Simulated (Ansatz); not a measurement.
SnO2 under changes of volume

One of the cells (14.496 Å³/atom); the others are scaled copies at fixed shape and fractional positions:

```xyz
3
Lattice="1.6171 0.9336 4.8006 -1.6171 0.9336 4.8006 0.0000 -1.8673 4.8006" Properties=species:S:1:pos:R:3 pbc="T T T"
Sn    0.0000    0.0000    7.2009
O     0.0000    0.0000   10.9861
O     0.0000    0.0000    3.4157
```

Measurements of this composition are mostly on another form, of space group No. 136.

```yaml
Program: Ansatz 0.2.0
Functional: PBEsol
Potentials_or_basis: all-electron LAPW, scalar-relativistic
Cutoff: 353 eV (chosen from the basis error)
Basis_error_allowed: 0.002 eV/atom
k_mesh: 10 × 10 × 10
Occupations: fermi-dirac, width 0.05 eV
Spin: no spin polarisation
```

```csv
volume (Å³/atom),energy over the lowest point (meV/atom),pressure (GPa),gap on the mesh (eV),largest force (eV/Å)
13.626,4.55,4.3,2.28,0.293
13.916,0.00,0.8,2.13,0.041
14.206,?,?,?,?
14.496,8.34,-5.1,1.87,0.398
14.785,19.95,-7.6,1.75,0.590
15.075,35.77,-9.8,1.64,0.765
15.365,55.33,-11.8,1.53,0.924
```

Q: What does the run at 14.206 Å³/atom give?

A: Energy over the lowest point 1.49 meV/atom; pressure -2.4 GPa; gap on the mesh 2.00 eV; largest force 0.188 eV/Å.

Worked out: A Birch-Murnaghan fit of order 3 (a polynomial in V^(-2/3)) to the other rows has its minimum at 13.98 Å³/atom with B0 = V·E''(V) = 157 GPa and B' = 4.8 at fixed shape and positions, which overstates the stiffness. It gives 1.49 meV/atom at 14.206 Å³/atom, against the run's 1.49, and -dE/dV = -2.4 GPa, against -2.4. A straight line through the other rows of the gap, of slope -6.23 eV per unit of ln V, gives 2.01 eV, against the run's 2.00.

Energies are extrapolated to zero smearing.

Caveats: spin-orbit coupling is left out, which moves the levels of the heavy elements.

A mesh can miss the band edges.

The runs don't all hold the same shells in valence.
